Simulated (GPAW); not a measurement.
Here is a GPAW 26.7.0 calculation.

Contents of run.py:

```python
from ase.calculators.mixing import SumCalculator
from ase.eos import EquationOfState
from ase.io import Trajectory
from ase.spacegroup import crystal
from ase.units import GPa
from dftd4.ase import DFTD4
from gpaw import GPAW, PW

# In 4a
# As 4c
atoms = crystal(['In', 'As'],
                basis=[[0.0, 0.0, 0.0],
                       [0.25, 0.25, 0.25]],
                spacegroup=216, setting=1,  # F-43m
                cellpar=[6.036, 6.036, 6.036, 90.0, 90.0, 90.0],
                primitive_cell=True)

traj = Trajectory('eos.traj', 'w')
volumes, energies = [], []
for x in [0.94, 0.96, 0.98, 1.0, 1.02, 1.04, 1.06]:
    a = atoms.copy()
    a.set_cell(atoms.cell * x**(1 / 3), scale_atoms=True)
    calc = GPAW(mode=PW(600),
                xc='RPBE',
                kpts={'size': (6, 6, 6), 'gamma': True},
                occupations={'name': 'fermi-dirac', 'width': 0.05},
                nbands=18,
                convergence={'density': 1e-05, 'energy': 1e-05},
                maxiter=150,
                txt=f'eos-{x:.2f}.txt')
    a.calc = SumCalculator([calc, DFTD4(method='rpbe')])
    energies.append(a.get_potential_energy())
    volumes.append(a.get_volume())
    p = -a.get_stress()[:3].mean() / GPa
    calc.write(f'eos-{x:.2f}.gpw')
    traj.write(a)
    print(f'{x:.2f} {volumes[-1]:10.4f} A^3 {energies[-1]:14.6f} eV {p:9.3f} GPa', flush=True)

v0, e0, B = EquationOfState(volumes, energies, eos='birchmurnaghan').fit()
print(f'V0 = {v0:.4f} A^3, E0 = {e0:.6f} eV, B0 = {B / GPa:.2f} GPa')
```

Potentials or basis: the program's PAW data sets (release 1.2.1) made for this functional, pw.

Command:

```bash
$ OMP_NUM_THREADS=1 python run.py
```

(1) Predict the equilibrium volume.

(2) Estimate the pressure derivative of the bulk modulus.

(3) Predict the bulk modulus.

Answers

(1) 28.35 Å³/atom.

(2) 4.4.

(3) 54 GPa.
